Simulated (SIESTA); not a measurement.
The system is CoO.

```
Co O
1.0
     1.50547    0.86918    2.43993
    -1.50547    0.86918    2.43993
     0.00000   -1.73837    2.43993
Co O
1 1
Direct
  0.00000 0.00000 0.00000
  0.50000 0.50000 0.50000
```

The cell is a database's computed one.

- Program: SIESTA 5.4.2
- Task: single point
- Functional: PBE
- Potentials or basis: PseudoDojo 0.4 standard (PBE files)
- Basis: DZP (energy shift 0.002 Ry)
- Grid cutoff: 800 Ry
- Energy shift: 0.002 Ry
- k mesh: 11 × 11 × 11
- Occupations: fermi-dirac, width 0.05 eV
- Spin: collinear spin, ferromagnetic start
- Starting moments: [2.0, 0.0] μB

On this cell: pressure 1.4 GPa; largest force under 0.003 eV/Å; net moment 2.97 μB per cell; site moments Co +2.61; O +0.35 μB; band gap on the k mesh none (metal or under the smearing width).

The same run follows on a disturbed copy (atoms moved at random, drawn with an rms of 0.05 Å):

```
Co O
1.0
     1.50547    0.86918    2.43993
    -1.50547    0.86918    2.43993
     0.00000   -1.73837    2.43993
Co O
1 1
Direct
  0.99683 0.00019 0.00637
  0.47022 0.51568 0.50987
```

What changes?

The energy (extrapolated to zero smearing) moves by +1.9 meV/atom; pressure 1.7 GPa; largest force 0.117 eV/Å; net moment 2.97 μB per cell; site moments Co +2.61; O +0.36 μB; band gap on the k mesh none (metal or under the smearing width).

Forces on the atoms (eV/Å):
```
Co  -0.110 -0.023 -0.029
O    0.111  0.022  0.029
```

Stress tensor (GPa, compression positive):
```
 1.74 -0.21  0.01
-0.21  1.72 -0.35
 0.01 -0.35  1.71
```

Caveats: semicore shells carry a single zeta, which can move pressures by several GPa and volumes by a few percent; the basis of atomic orbitals isn't converged, which shifts pressures, moduli and gaps; a cell with one magnetic atom can't hold antiferromagnetic order, which such compounds often take; semilocal functionals often make such compounds metallic where correlation or magnetic order opens a gap, which also shifts bond lengths.
